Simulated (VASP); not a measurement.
Wanted: the native input for a VASP 6.6.1 run.

```yaml
Task: relaxation of the atoms
Functional: PBEsol
Potentials_or_basis: VASP PAW PBE potentials, release 64 (O, Co, Pt)
Cutoff: 520 eV
k_mesh: 8 × 8 × 1
Occupations: fermi-dirac, width 0.05 eV
Spin: collinear spin, ferromagnetic start
Starting_moments: "[0.0, 0.0, 0.0, 0.0, 2.0, 2.0, 0.0] μB"
Dipole_correction: yes
Atoms_held_fixed_from_0: "[0, 4, 1]"
Further_INCAR_settings: ALGO = Normal; EDIFF = 1e-06; IBRION = 2; EDIFFG = -0.01; NSW = 60
```

The structure of Co2PtO4 lies in POSCAR:

```
Co2PtO4
1.0
    2.8245398345      0.0000000000      0.0000000000
   -1.4122699173      2.4461232507      0.0000000000
    0.0000000000      0.0000000000     22.8788124025
O Co Pt
4 2 1
Selective dynamics
Direct
    0.0000000000      0.0000000000      0.3278142182  F F F
    0.6666666667      0.3333333333      0.4125836222  F F F
    0.6666666667      0.3333333333      0.5874163778  T T T
    0.3333333333      0.6666666667      0.6721857818  T T T
    0.3333333333      0.6666666667      0.3701989202  F F F
    0.0000000000      0.0000000000      0.6298010798  T T T
    0.6666666667      0.3333333333      0.5000000000  T T T
```

One way to write it, as run:

INCAR

```
SYSTEM = Co2PtO4
ALGO = Normal ; DIPOL = 0.5 0.5 0.500
EDIFF = 1E-6 ; EDIFFG = -0.01
ENCUT = 520 ; GGA = PS
IBRION = 2 ; IDIPOL = 3
ISIF = 2 ; ISMEAR = -1
ISPIN = 2 ; LASPH = .True.
LCHARG = .False. ; LDIPOL = .True.
LMAXMIX = 4 ; LORBIT = 11
LREAL = .False. ; LWAVE = .False.
MAGMOM = 0 0 0 0 2 2 0 ; NELM = 100
NSW = 60 ; PREC = Accurate
SIGMA = 0.05
```

KPOINTS

```
k-points
0
Gamma
  8 8 1
  0 0 0
```

Potentials or basis: VASP PAW PBE potentials, release 64 (O, Co, Pt).

Launch:

```bash
$ cat potpaw_PBE.64/O/POTCAR potpaw_PBE.64/Co/POTCAR potpaw_PBE.64/Pt/POTCAR > POTCAR
$ mpirun -np 1 vasp_std > vasp.out
```

It gave:

```yaml
Energy_gained_by_relaxing: 10.8 meV/atom
Ionic_steps: 14
Band_gap_on_the_k_mesh: none (metal or under the smearing width)
Net_moment: 0.95 μB per cell
Site_moments: O +0.06, +0.02, +0.08; Co +0.35; Pt +0.03 μB
Valence_electrons_inside_the_program's_atomic_spheres: O 4.89, 5.00, 4.99, 4.93; Co 8.42, 8.50; Pt 9.22
```

Caveat: semilocal functionals often make such compounds metallic where correlation or magnetic order opens a gap, which also shifts bond lengths.

It took 43 min on 1 thread of Intel(R) Xeon(R) Platinum 8375C CPU @ 2.90GHz (Ice Lake), on a shared host, peak memory 0.45 GiB.
